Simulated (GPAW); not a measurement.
## CoO: relaxation of cell and atoms with LDA

Crystal: CoO.

```
Co O
1.0
     0.00000    2.13150    2.13150
     2.13150    0.00000    2.13150
     2.13150    2.13150    0.00000
Co O
1 1
Direct
  0.00000 0.00000 0.00000
  0.50000 0.50000 0.50000
```

```json
{"Program": "GPAW 26.7.0", "Task": "relaxation of cell and atoms", "Functional": "LDA", "Potentials or basis": "the program's PAW data sets (release 1.2.1) made for this functional", "Cutoff": "800 eV", "Basis": "pw", "k mesh": "8 × 8 × 8", "Occupations": "fermi-dirac, width 0.05 eV", "Spin": "collinear spin, ferromagnetic start", "Starting moments": "[2.0, 0.0] μB", "Target pressure": "10 GPa", "Maxiter": "150", "Optimizer": "BFGS", "Fmax": "0.02 eV/Å", "Max steps": "60", "Convergence": "density=1e-05 forces=0.0001"}
```

* Relaxed volume: 8.10 Å³/atom
* Relaxed cell: a = 2.840 Å, b = 2.840 Å, c = 2.840 Å, α = 60.00°, β = 60.00°, γ = 60.00°
* Space group after relaxing (to 0.05 Å): Fm-3m (No. 225)
* Energy change on relaxing (the enthalpy is what falls): -60.2 meV/atom
* Ionic steps: 5
* Pressure after relaxing: 9.8 GPa
* Band gap on the k mesh: none (metal or under the smearing width)
* Net moment: 1.78 μB per cell
* Site moments: Co +1.59; O +0.11 μB

Step by step:
```csv
step,energy change (eV),largest force (eV/Å),pressure (GPa),volume (Å³)
1,0.0000,0.0000,-18.71,19.37
2,-0.0692,0.0000,-12.96,18.66
3,-0.1332,0.0000,5.44,16.47
4,-0.1093,0.0000,12.74,16.04
5,-0.1203,0.0000,9.80,16.20
```

Final structure:
```xyz
2
Lattice="0.0000 2.0083 2.0083 2.0083 0.0000 2.0083 2.0083 2.0083 0.0000" Properties=species:S:1:pos:R:3 pbc="T T T"
Co    0.0000    0.0000    0.0000
O     2.0083    2.0083    2.0083
```

Levels at points of the mesh, in eV from the Fermi level:
Spin up:
| k point | band 6 | band 7 | band 8 | band 9 | band 10 | band 11 | band 12 | band 13 |
| --- | --- | --- | --- | --- | --- | --- | --- | --- |
| (0.00, 0.00, 0.00) | -2.90 | -2.90 | -2.71 | -2.71 | 1.98 | 17.27 | 19.42 | 19.42 |
| (0.50, 0.50, 0.00) | -2.17 | -1.33 | -1.33 | -1.24 | 7.02 | 10.66 | 12.60 | 17.60 |
| (0.50, 0.50, 0.50) | -1.73 | -1.21 | 1.04 | 1.04 | 5.27 | 10.83 | 14.45 | 14.45 |
Spin down:
```
           k point  band 4  band 5  band 6  band 7  band 8  band 9  band 10  band 11
(0.00, 0.00, 0.00)   -3.94   -1.64   -1.64   -1.64   -0.95   -0.95     2.31    17.32
(0.50, 0.50, 0.00)   -5.40   -3.23   -0.32    0.11    0.11    0.59     7.53    10.95
(0.50, 0.50, 0.50)   -6.53   -0.30   -0.30    0.07    2.51    2.51     5.51    11.29
```

Wall time 99 s on 1 thread of Arm Neoverse V1, with other jobs on the host, peak memory 0.22 GiB.

Caveat: each step starts from the last one's moments, so a moment once lost doesn't come back; later steps reuse the first step's grids; the volume moved by over 15 % at a fixed basis, so the end points are rough; a cell with one magnetic atom can't hold antiferromagnetic order, which such compounds often take; semilocal functionals often make such compounds metallic where correlation or magnetic order opens a gap, which also shifts bond lengths. With open d or f shells a metallic result of LDA can be an artefact of self-interaction; +U or a hybrid may open a gap.
